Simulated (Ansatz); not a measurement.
A run of Ansatz 0.2.0 is set up as follows.

input.yaml

```yaml
crystal:
  lattice:
    - [0.0, 2.3885, 2.3885]
    - [2.3885, 0.0, 2.3885]
    - [2.3885, 2.3885, 0.0]
  atoms:
    - { symbol: As, position: [0.75, 0.75, 0.75] }
    - { symbol: B, position: [0.0, 0.0, 0.0] }
hamiltonian:
  xc: hf
  pseudopotentials: { kind: paw }
kpoints:
  mp_grid: { grid: [5, 5, 5] }
scf:
  occupations: { method: fermi_dirac, width: 0.05 }
output:
  forces: true
  stress: true
relax:
  f_tol: 0.01
  max_steps: 40
  cell: { stress_tol: 0.05 }
```

Potentials or basis: Ansatz PAW.

Command:

```sh
$ ansatz run input.yaml --threads 2 --pin off --max-ram 5632MiB --backend cpu --events-out ev --progress --plain --runs-dir out
```

(1) Predict the relaxed volume.

(2) Estimate the space group after relaxing (to 0.05 Å).

(3) Predict the band gap on the k mesh.

Results:

(1) 14.07 Å³/atom.

(2) F-43m (No. 216).

(3) 7.36 eV, indirect (least direct gap 10.02 eV).

Caveat: the k mesh is coarse (spacing up to 0.46 Å⁻¹), so the values aren't converged, least of all with exact exchange; odd divisions of the mesh miss points on the zone boundary, where band edges often lie, so the gap on the mesh can be too wide; the plane-wave basis is chosen anew once the cell has moved, so the energies of steps on either side of that aren't comparable; the PAW data sets come from PBE, with cores solved anew for the run's functional, which leaves a small shift of forces and pressure.
